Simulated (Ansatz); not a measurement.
**Ir(111) with 4 layers of random Ir-Pt, 2x2: scattering by chemical disorder**

Aim: the residual resistivity of a random alloy, from Ir(111) with 4 layers of random Ir-Pt, 2x2 and longer regions.

Main program and level: Ansatz 0.2.0; Ansatz plane-wave DFT, PBE, PAW files; ballistic transport by layer matching (Landauer), zero bias; PAW set soft_1.

## 1. The structure

The cell holds 40 atoms: 28 Ir and 12 Pt. Its edges and angles: a = 5.430 Å, b = 5.430 Å, c = 22.222 Å, α = 93.5°, β = 86.5°, γ = 120.0°. It derives from Ir. Regions: lead, 24 atoms (24 Ir); scattering region, 16 atoms (12 Pt and 4 Ir). The structure is stacked along c, and the current runs across the ab planes.

## 2. With 4 alloy layers

In 4 layers a share of 0.75 of the sites is given to Pt at random. The layers about the cell's end stay perfect and serve as the lead. Disorder leaves little or no symmetry, which makes such runs dear. Energies from -0.05 to 0.05 eV in steps of 0.05 eV are too few for the program's thermal sum, so it prints no conductance; for a metal the transmission near the Fermi level serves, at a fraction of the cost.

input.yaml reads:

```yaml
crystal:
  lattice:
    - [5.4297315514, 0.0, 0.0]
    - [-2.7148657757, 4.7022854592, 0.0]
    - [1.3574328878, -0.7837142432, 22.1667862353]
  atoms:
    - { symbol: Ir, position: [0.9916666667, 0.0083333333, 0.05] }
    - { symbol: Ir, position: [0.9916666667, 0.5083333333, 0.05] }
    - { symbol: Ir, position: [0.4916666667, 0.0083333333, 0.05] }
    - { symbol: Ir, position: [0.4916666667, 0.5083333333, 0.05] }
    - { symbol: Ir, position: [0.1416666667, 0.3583333333, 0.15] }
    - { symbol: Ir, position: [0.1416666667, 0.8583333333, 0.15] }
    - { symbol: Ir, position: [0.6416666667, 0.3583333333, 0.15] }
    - { symbol: Ir, position: [0.6416666667, 0.8583333333, 0.15] }
    - { symbol: Ir, position: [0.2916666667, 0.2083333333, 0.25] }
    - { symbol: Ir, position: [0.2916666667, 0.7083333333, 0.25] }
    - { symbol: Ir, position: [0.7916666667, 0.2083333333, 0.25] }
    - { symbol: Ir, position: [0.7916666667, 0.7083333333, 0.25] }
    - { symbol: Pt, position: [0.9416666667, 0.0583333333, 0.35] }
    - { symbol: Ir, position: [0.9416666667, 0.5583333333, 0.35] }
    - { symbol: Pt, position: [0.4416666667, 0.0583333333, 0.35] }
    - { symbol: Pt, position: [0.4416666667, 0.5583333333, 0.35] }
    - { symbol: Pt, position: [0.0916666667, 0.4083333333, 0.45] }
    - { symbol: Ir, position: [0.0916666667, 0.9083333333, 0.45] }
    - { symbol: Pt, position: [0.5916666667, 0.4083333333, 0.45] }
    - { symbol: Pt, position: [0.5916666667, 0.9083333333, 0.45] }
    - { symbol: Pt, position: [0.2416666667, 0.2583333333, 0.55] }
    - { symbol: Pt, position: [0.2416666667, 0.7583333333, 0.55] }
    - { symbol: Ir, position: [0.7416666667, 0.2583333333, 0.55] }
    - { symbol: Pt, position: [0.7416666667, 0.7583333333, 0.55] }
    - { symbol: Pt, position: [0.8916666667, 0.1083333333, 0.65] }
    - { symbol: Pt, position: [0.8916666667, 0.6083333333, 0.65] }
    - { symbol: Ir, position: [0.3916666667, 0.1083333333, 0.65] }
    - { symbol: Pt, position: [0.3916666667, 0.6083333333, 0.65] }
    - { symbol: Ir, position: [0.0416666667, 0.4583333333, 0.75] }
    - { symbol: Ir, position: [0.0416666667, 0.9583333333, 0.75] }
    - { symbol: Ir, position: [0.5416666667, 0.4583333333, 0.75] }
    - { symbol: Ir, position: [0.5416666667, 0.9583333333, 0.75] }
    - { symbol: Ir, position: [0.1916666667, 0.3083333333, 0.85] }
    - { symbol: Ir, position: [0.1916666667, 0.8083333333, 0.85] }
    - { symbol: Ir, position: [0.6916666667, 0.3083333333, 0.85] }
    - { symbol: Ir, position: [0.6916666667, 0.8083333333, 0.85] }
    - { symbol: Ir, position: [0.8416666667, 0.1583333333, 0.95] }
    - { symbol: Ir, position: [0.8416666667, 0.6583333333, 0.95] }
    - { symbol: Ir, position: [0.3416666667, 0.1583333333, 0.95] }
    - { symbol: Ir, position: [0.3416666667, 0.6583333333, 0.95] }
kpoints:
  mp_grid: { grid: [5, 5, 1] }
hamiltonian:
  xc: pbe
  pseudopotentials: { kind: paw, azcp: { folder: soft_1 } }
scf:
  occupations: { method: fermi_dirac, width: 0.1 }
output:
  transmission:
    leads: [[0, 4]]
    kmesh: [10, 10]
    e_range: [-0.05, 0.05]
    de: 0.05
  write_potential: true
  write_density: true
  volumetric_format: npy
```

Run with:

```sh
> ansatz run input.yaml --threads 4 --pin off --max-ram 15360MiB --backend cpu --events-out ev --progress --plain --runs-dir out
```

Numbers of over 12 decimals in the logs are rounded to 6 here.

Log:

```text
Engine: ansatz 0.2.0, aarch64-unknown-linux-gnu
Pseudopotentials: kind: paw
Pseudopotential: Ir, paw, valence charge 17, recommended cutoff 420 eV (normal), soft_1/Ir.paw.azcp
Pseudopotential: Pt, paw, valence charge 18, recommended cutoff 420 eV (normal), soft_1/Pt.paw.azcp
Functional definition: PBE
  parameter kappa = 0.804
  parameter beta = 0.066725
  exchange = pbe_x(kappa = kappa, mu = beta*pi^2/3)
  correlation = pbe_c(beta = beta)
Crystal: 40 atoms, lattice volume = 565.966 Å³
Basis set: ecut = 420 eV, 11009 PW (Γ)
Bands: 416, of which v1, the nominal top of the filled ones, is band 346 counted from 1 (345 counted from 0)
Symmetry: 2 space group operations
Space group: C2 (ITA 5), of the structure as read, at distance tolerance 8.3e-5 Å
k-points: 9 of 25 (time reversal used)
Non-local potential: Ir, projectors of the file, l = 0: 3, l = 1: 2, l = 2: 2, l = 3: 1
Non-local potential: Pt, projectors of the file, l = 0: 3, l = 1: 2, l = 2: 2, l = 3: 1
PAW form: soft (Blöchl's): semilocal exchange-correlation on the pseudo side does not see the compensation charge
PAW one-centre angular grid: Ir, 590 points (default); XC on 64 Gauss nodes
PAW one-centre angular grid: Pt, 590 points (default); XC on 64 Gauss nodes
Initial density: superposition of atomic densities (chi_scale 0.1, normalization cell, long waves of neutral atoms (reshape's long-wave potential 3.37 eV rms, cloud 2.77 Å wide))
Initial wavefunctions: pseudopotential atomic-orbital guess
Functional: x = pbe(κ = 0.804, μ = 0.219515), c = pbe(β = 0.066725)
SCF iter   1: F=—  HF=-484565.167389 eV  |F-HF|=—  |Δ(HF+E_count)|=         —  Δρ=1.79e-1  dr2=3.39e3  ethr=3.10e-3  ⟨swp⟩=5.0  Hψ=11884  notcnv=0  defer=48
preconditioner: auto → Kerker (q_TF=auto, 2.821 Å⁻¹)  [metal: Δε(μ)=0.007 eV  Ē_g=7.793 eV  σ=0.100 eV  W_gap=0.02  n_scr=228 (ndim 8)  ℏωp=30.1 eV  f_vac=0.000  D(μ)=47.39/eV (n_scr^D=572)]
SCF iter   2: F=—  HF=-484538.708124 eV  |F-HF|=—  |Δ(HF+E_count)|=    2.65e1  Δρ=9.84e-2  dr2=1.30e3  ethr=3.10e-3  ⟨swp⟩=2.0  Hψ=5876  notcnv=0  defer=241
SCF iter   3: F=—  HF=-484526.429675 eV  |F-HF|=—  |Δ(HF+E_count)|=    1.23e1  Δρ=2.09e-2  dr2=8.48e0  ethr=3.10e-3  ⟨swp⟩=3.2  Hψ=7066  notcnv=0  defer=241
SCF iter   4: F=—  HF=-484525.724301 eV  |F-HF|=—  |Δ(HF+E_count)|=   7.05e-1  Δρ=1.18e-2  dr2=2.23e1  ethr=1.23e-3  ⟨swp⟩=2.1  Hψ=6684  notcnv=0  defer=241  recentre
SCF iter   5: F=—  HF=-484525.554297 eV  |F-HF|=—  |Δ(HF+E_count)|=   1.70e-1  Δρ=2.61e-3  dr2=1.30e0  ethr=1.23e-3  ⟨swp⟩=1.0  Hψ=3503  notcnv=0  defer=241
SCF iter   6: F=—  HF=-484525.544724 eV  |F-HF|=—  |Δ(HF+E_count)|=   9.57e-3  Δρ=7.68e-4  dr2=9.72e-3  ethr=1.88e-4  ⟨swp⟩=1.2  Hψ=3685  notcnv=0  defer=241
SCF iter   7: F=—  HF=-484525.544255 eV  |F-HF|=—  |Δ(HF+E_count)|=   4.69e-4  Δρ=1.78e-4  dr2=9.41e-4  ethr=1.41e-6  ⟨swp⟩=1.0  Hψ=3593  notcnv=0  defer=241
SCF iter   8: F=—  HF=-484525.544258 eV  |F-HF|=—  |Δ(HF+E_count)|=   2.74e-6  Δρ=6.87e-5  dr2=3.17e-4  ethr=1.36e-7  ⟨swp⟩=1.1  Hψ=3504  notcnv=0  defer=241
SCF iter   9: F=—  HF=-484525.544273 eV  |F-HF|=—  |Δ(HF+E_count)|=   1.47e-5  Δρ=2.66e-5  dr2=5.78e-5  ethr=4.58e-8  ⟨swp⟩=1.0  Hψ=3503  notcnv=0  defer=241
SCF iter  10: F=—  HF=-484525.545025 eV  |F-HF|=—  |Δ(HF+E_count)|=   7.53e-4  Δρ=4.91e-6  dr2=3.76e-6  ethr=8.35e-9  ⟨swp⟩=1.0  Hψ=3687  notcnv=0  defer=241
SCF iter  11: F=-484525.545025 eV  HF=-484525.545025 eV  |F-HF|=4.96e-8  |Δ(HF+E_count)|=   4.17e-8  Δρ=9.67e-7  dr2=5.21e-8  ethr=1.45e-11  ⟨swp⟩=8.3  Hψ=12446  notcnv=0
SCF 1 converged in 11 iterations: F = -484525.545025 eV  dr2 = 5.21e-8
  greatest PAW one-centre occupation: 1.000 electrons in one spin orbital (limit 2), on the Pt atom at site 25 (counted from 0), in its partial waves of l = 0
transmission: 208 of 2080 steps passed
transmission: 416 of 2080 steps passed
[...]
transmission: 2080 of 2080 steps passed
SCF converged after 11 iterations
Free energy (F): -484525.545025 eV
Harris-Foulkes:  -484525.545025 eV  (|F-HF|=4.96e-8)
Internal energy: -484524.108560 eV  (E = F + TS)
E sigma→0 (E₀):  -484524.826793 eV
Entropy (-TS):   -1.436465 eV (-35.912 meV/atom)
Fermi energy:    25.750240 eV
--- Per-component energies (eV) ---
  E_band       = -3490.929880
  E_kinetic    = 22335.263796
  E_local      = -47552.671933  (includes V_loc(G=0)·N_el)
  E_nonlocal   = 7767.319648
  E_hartree    = 18055.170881
  E_xc         = -9259.589463
  E_vxc        = -10478.105850  (∫ρ·V_xc dr)
  E_paw        = -373236.684764  (= ΣΔE_a)
  E_vpaw       = -11673.093631  (= ΣTr[D̂ρ^β])
  E_aug_tail   = 0.022494  (compensation charges beyond the density's cutoff)
  E_ewald      = -102632.939219
  E_smearing   = -1.436465  (= −TS)
  E_closure    = 0.000000  (closes the sum)
  Σ components = -484525.545025   (vs F -484525.545025, Δ=0.00e0)
--- Band table (eV; the first three rows and the last of 9) ---
  k-point 0: bands = [... 342 lower, 26.2830, 26.2882, 26.3675, 26.4135, 26.4395, 26.4396, 26.4628, 26.5133, ... 66 higher]
  k-point 1: bands = [... 342 lower, 25.9552, 25.9681, 25.9828, 26.0192, 26.0328, 26.0591, 26.0740, 26.1047, ... 66 higher]
  k-point 2: bands = [... 342 lower, 25.1838, 25.2176, 25.2686, 25.4170, 25.4811, 25.5359, 25.6686, 25.7375, ... 66 higher]
  k-point 8: bands = [... 342 lower, 25.2142, 25.2439, 25.2889, 25.3491, 25.4971, 25.5367, 25.6958, 25.7160, ... 66 higher]
--- Transmission ---
  basis      : 223 plane waves across, 40 finite elements along
  points     : 52, standing for a mesh of 10 x 10
  energies   : 3 from -0.050000 to 0.050000 eV about the Fermi level, 0.050000 eV apart; the leads are filled to 0.000000 eV, and channels, transmission and decay are at 0.000000 eV
  crystal 0  : Ir4, at the sites [0, 4], period 2.2167 Å, over 13.30 Å; its Hamiltonian steps by up to 18.3 meV
    offset         : up to 0.0000 Å between an atom of the period and one for which it stands
    channels       : 5.980000e0 a spin
    conductance    : none, the energies end too early or step too widely for 300 K: set another output.transmission.e_range or a lower de, or, where they end at an eighth of basis.ecutwfc, a higher one
  junction   : crystal 0 to crystal 0, 0.70 to 20.65 Å
    transmission   : 3.628561e0 a spin
    conductance    : none, the energies end too early or step too widely for 300 K: set another output.transmission.e_range or a lower de, or, where they end at an eighth of basis.ecutwfc, a higher one
```

Wall time 6.1 min (4 threads of Arm Neoverse V2, shared host); peak memory 4.8 GiB.

This step gave:

```yaml
free_energy: -484525.5450 eV
energy_at_zero_smearing: -484524.8268 eV
fermi_energy: 25.75 eV
cell_area: 25.53 Å²
transmission_per_spin_nearest_the_fermi_level: 3.629
open_channels_per_spin_nearest_the_fermi_level: 5.98
step_of_the_lead_s_potential: 18.3 meV
```

Per spin. Transmission, zone mean against energy, zero at the Fermi level:

| energy (eV) | transmission, zone mean |
| --- | --- |
| -0.0500 | 3.72 |
| 0.0000 | 3.63 |
| 0.0500 | 3.65 |

Per spin. Table of open channels, zone mean, lead by energy, zero at the Fermi level:

| energy (eV) | open channels, zone mean, lead |
| --- | --- |
| -0.0500 | 5.9 |
| 0.0000 | 5.98 |
| 0.0500 | 6.26 |

Transmission over k1 and k2. At 0.0000 eV from the Fermi level.

Values, 10 rows by 10 columns:
```
3.78 4.17 3.48 3.23 3.69 4.44 4.24 3.91 2.07 3.39
2.56 3.48 3.55 3.65 4.14 4.48 3.67 3.15 2.29 2.07
2.80 3.23 3.65 3.15 2.52 3.46 3.72 3.29 3.15 3.91
4.33 3.69 4.14 2.52 5.10 5.10 2.48 3.72 3.67 4.24
4.58 4.44 4.48 3.46 5.10 5.09 5.10 3.46 4.48 4.44
4.33 4.24 3.67 3.72 2.48 5.10 5.10 2.52 4.14 3.69
2.80 3.91 3.15 3.29 3.72 3.46 2.52 3.15 3.65 3.23
2.56 2.07 2.29 3.15 3.67 4.48 4.14 3.65 3.55 3.48
3.78 3.39 2.07 3.91 4.24 4.44 3.69 3.23 3.48 4.17
4.18 3.78 2.56 2.80 4.33 4.58 4.33 2.80 2.56 3.78
```
Columns: k1 (b1) from -0.5 to 0.4; rows upwards: k2 (b2) from -0.5 to 0.4.

Open channels over k1 and k2. At 0.0000 eV from the Fermi level.

Ten even steps from '_' (5.00) to '@' (8.00):
```
--------------------
__----****----__----
__--**______----__--
----**__@@@@__------
------__@@@@@@__----
--------__@@@@__**--
__--__----______**--
__----__----****----
--------------------
----____------____--
```
Columns: k1 (b1) from -0.5 to 0.4; rows upwards: k2 (b2) from -0.5 to 0.4.

Over the solved energies the transmission per spin lies between 3.63 and 3.72, out of 6.05 channels of the lead on average (up to 6.26).

## 3. With 8 alloy layers

In 8 layers a share of 0.75 of the sites is given to Pt at random. A fresh draw is used; the growth of the resistance with length is what counts.

System of this step: Ir(111) with 8 layers of random Ir-Pt, 2x2. The cell holds 56 atoms: 32 Ir and 24 Pt. Its edges and angles: a = 5.430 Å, b = 5.430 Å, c = 31.073 Å, α = 87.5°, β = 92.5°, γ = 120.0°. It derives from Ir. Regions: lead, 24 atoms (24 Ir); scattering region, 32 atoms (8 Ir and 24 Pt). The structure is stacked along c, and the current runs across the ab planes.

input.yaml reads:

```yaml
crystal:
  lattice:
    - [5.4297315514, 0.0, 0.0]
    - [-2.7148657757, 4.7022854592, 0.0]
    - [-1.3574328878, 0.7837142432, 31.0335007294]
  atoms:
    - { symbol: Ir, position: [0.005952381, 0.994047619, 0.0357142857] }
    - { symbol: Ir, position: [0.005952381, 0.494047619, 0.0357142857] }
    - { symbol: Ir, position: [0.505952381, 0.994047619, 0.0357142857] }
    - { symbol: Ir, position: [0.505952381, 0.494047619, 0.0357142857] }
    - { symbol: Ir, position: [0.1845238095, 0.3154761905, 0.1071428571] }
    - { symbol: Ir, position: [0.1845238095, 0.8154761905, 0.1071428571] }
    - { symbol: Ir, position: [0.6845238095, 0.3154761905, 0.1071428571] }
    - { symbol: Ir, position: [0.6845238095, 0.8154761905, 0.1071428571] }
    - { symbol: Ir, position: [0.3630952381, 0.1369047619, 0.1785714286] }
    - { symbol: Ir, position: [0.3630952381, 0.6369047619, 0.1785714286] }
    - { symbol: Ir, position: [0.8630952381, 0.1369047619, 0.1785714286] }
    - { symbol: Ir, position: [0.8630952381, 0.6369047619, 0.1785714286] }
    - { symbol: Ir, position: [0.0416666667, 0.9583333333, 0.25] }
    - { symbol: Pt, position: [0.0416666667, 0.4583333333, 0.25] }
    - { symbol: Pt, position: [0.5416666667, 0.9583333333, 0.25] }
    - { symbol: Pt, position: [0.5416666667, 0.4583333333, 0.25] }
    - { symbol: Pt, position: [0.2202380952, 0.2797619048, 0.3214285714] }
    - { symbol: Pt, position: [0.2202380952, 0.7797619048, 0.3214285714] }
    - { symbol: Pt, position: [0.7202380952, 0.2797619048, 0.3214285714] }
    - { symbol: Ir, position: [0.7202380952, 0.7797619048, 0.3214285714] }
    - { symbol: Pt, position: [0.3988095238, 0.1011904762, 0.3928571429] }
    - { symbol: Pt, position: [0.3988095238, 0.6011904762, 0.3928571429] }
    - { symbol: Pt, position: [0.8988095238, 0.1011904762, 0.3928571429] }
    - { symbol: Ir, position: [0.8988095238, 0.6011904762, 0.3928571429] }
    - { symbol: Pt, position: [0.0773809524, 0.9226190476, 0.4642857143] }
    - { symbol: Pt, position: [0.0773809524, 0.4226190476, 0.4642857143] }
    - { symbol: Ir, position: [0.5773809524, 0.9226190476, 0.4642857143] }
    - { symbol: Pt, position: [0.5773809524, 0.4226190476, 0.4642857143] }
    - { symbol: Pt, position: [0.255952381, 0.244047619, 0.5357142857] }
    - { symbol: Pt, position: [0.255952381, 0.744047619, 0.5357142857] }
    - { symbol: Pt, position: [0.755952381, 0.244047619, 0.5357142857] }
    - { symbol: Pt, position: [0.755952381, 0.744047619, 0.5357142857] }
    - { symbol: Ir, position: [0.4345238095, 0.0654761905, 0.6071428571] }
    - { symbol: Pt, position: [0.4345238095, 0.5654761905, 0.6071428571] }
    - { symbol: Ir, position: [0.9345238095, 0.0654761905, 0.6071428571] }
    - { symbol: Pt, position: [0.9345238095, 0.5654761905, 0.6071428571] }
    - { symbol: Pt, position: [0.1130952381, 0.8869047619, 0.6785714286] }
    - { symbol: Pt, position: [0.1130952381, 0.3869047619, 0.6785714286] }
    - { symbol: Pt, position: [0.6130952381, 0.8869047619, 0.6785714286] }
    - { symbol: Pt, position: [0.6130952381, 0.3869047619, 0.6785714286] }
    - { symbol: Pt, position: [0.2916666667, 0.2083333333, 0.75] }
    - { symbol: Pt, position: [0.2916666667, 0.7083333333, 0.75] }
    - { symbol: Ir, position: [0.7916666667, 0.2083333333, 0.75] }
    - { symbol: Ir, position: [0.7916666667, 0.7083333333, 0.75] }
    - { symbol: Ir, position: [0.4702380952, 0.0297619048, 0.8214285714] }
    - { symbol: Ir, position: [0.4702380952, 0.5297619048, 0.8214285714] }
    - { symbol: Ir, position: [0.9702380952, 0.0297619048, 0.8214285714] }
    - { symbol: Ir, position: [0.9702380952, 0.5297619048, 0.8214285714] }
    - { symbol: Ir, position: [0.1488095238, 0.8511904762, 0.8928571429] }
    - { symbol: Ir, position: [0.1488095238, 0.3511904762, 0.8928571429] }
    - { symbol: Ir, position: [0.6488095238, 0.8511904762, 0.8928571429] }
    - { symbol: Ir, position: [0.6488095238, 0.3511904762, 0.8928571429] }
    - { symbol: Ir, position: [0.3273809524, 0.1726190476, 0.9642857143] }
    - { symbol: Ir, position: [0.3273809524, 0.6726190476, 0.9642857143] }
    - { symbol: Ir, position: [0.8273809524, 0.1726190476, 0.9642857143] }
    - { symbol: Ir, position: [0.8273809524, 0.6726190476, 0.9642857143] }
kpoints:
  mp_grid: { grid: [5, 5, 1] }
hamiltonian:
  xc: pbe
  pseudopotentials: { kind: paw, azcp: { folder: soft_1 } }
scf:
  occupations: { method: fermi_dirac, width: 0.1 }
output:
  transmission:
    leads: [[0, 4]]
    kmesh: [10, 10]
    e_range: [-0.05, 0.05]
    de: 0.05
  write_potential: true
  write_density: true
  volumetric_format: npy
```

Log:

```text
[...]
Crystal: 56 atoms, lattice volume = 792.352 Å³
Basis set: ecut = 420 eV, 15385 PW (Γ)
Bands: 586, of which v1, the nominal top of the filled ones, is band 488 counted from 1 (487 counted from 0)
Symmetry: 1 space group operations
[...]
k-points: 13 of 25 (time reversal used)
[...]
SCF iter   1: F=—  HF=-682629.175734 eV  |F-HF|=—  |Δ(HF+E_count)|=         —  Δρ=1.91e-1  dr2=9.97e3  ethr=3.10e-3  ⟨swp⟩=5.0  Hψ=24036  notcnv=0  defer=108
[...]
SCF iter  12: F=-682567.298265 eV  HF=-682567.298265 eV  |F-HF|=1.79e-8  |Δ(HF+E_count)|=   6.87e-9  Δρ=3.60e-7  dr2=1.84e-8  ethr=1.02e-11  ⟨swp⟩=8.5  Hψ=21483  notcnv=0
SCF 1 converged in 12 iterations: F = -682567.298265 eV  dr2 = 1.84e-8
[...]
transmission: 293 of 2912 steps passed
transmission: 585 of 2912 steps passed
[...]
transmission: 2912 of 2912 steps passed
SCF converged after 12 iterations
Free energy (F): -682567.298265 eV
[...]
Internal energy: -682565.124669 eV  (E = F + TS)
E sigma→0 (E₀):  -682566.211467 eV
Entropy (-TS):   -2.173596 eV (-38.814 meV/atom)
Fermi energy:    25.703949 eV
[...]
--- Band table (eV; the first three rows and the last of 13) ---
  k-point 0: bands = [... 484 lower, 26.2130, 26.2601, 26.2784, 26.3281, 26.3371, 26.3541, 26.3643, 26.3868, ... 94 higher]
  k-point 1: bands = [... 484 lower, 25.8764, 25.8954, 25.9065, 25.9269, 25.9323, 25.9473, 25.9662, 25.9840, ... 94 higher]
  k-point 2: bands = [... 484 lower, 25.2585, 25.3109, 25.4173, 25.4740, 25.5157, 25.5922, 25.6476, 25.6669, ... 94 higher]
  k-point 12: bands = [... 484 lower, 25.5647, 25.5907, 25.6184, 25.6482, 25.6772, 25.7339, 25.7740, 25.7871, ... 94 higher]
--- Transmission ---
  basis      : 223 plane waves across, 56 finite elements along
  points     : 52, standing for a mesh of 10 x 10
[...]
channels       : 5.780000e0 a spin
[...]
junction   : crystal 0 to crystal 0, 0.70 to 29.51 Å
    transmission   : 3.102660e0 a spin
[...]
```

The job ended after 14 min (4 threads; peak memory 9 GiB; 52 min of CPU time).

Numbers from this step:

```yaml
free_energy: -682567.2983 eV
energy_at_zero_smearing: -682566.2115 eV
fermi_energy: 25.70 eV
transmission_per_spin_nearest_the_fermi_level: 3.103
open_channels_per_spin_nearest_the_fermi_level: 5.78
step_of_the_lead_s_potential: 19.5 meV
```

Per spin. The transmission, zone mean by energy, zero at the Fermi level:

| energy (eV) | transmission, zone mean |
| --- | --- |
| -0.0500 | 3.18 |
| 0.0000 | 3.10 |
| 0.0500 | 3.12 |

Over the solved energies the transmission per spin lies between 3.10 and 3.18, out of 5.94 channels of the lead on average (up to 6.14).

(Continued in part 2 of 2.)

[Logs are printed without paths, hosts, clocks, repeated set-up lines and the standing remarks that a program may print on its own settings, such as how far it seeks lower states.]

[Hosts, paths, dates, database ids (printed as entryN), source tags and the programs' standing remarks are cut or masked in the printed files.]
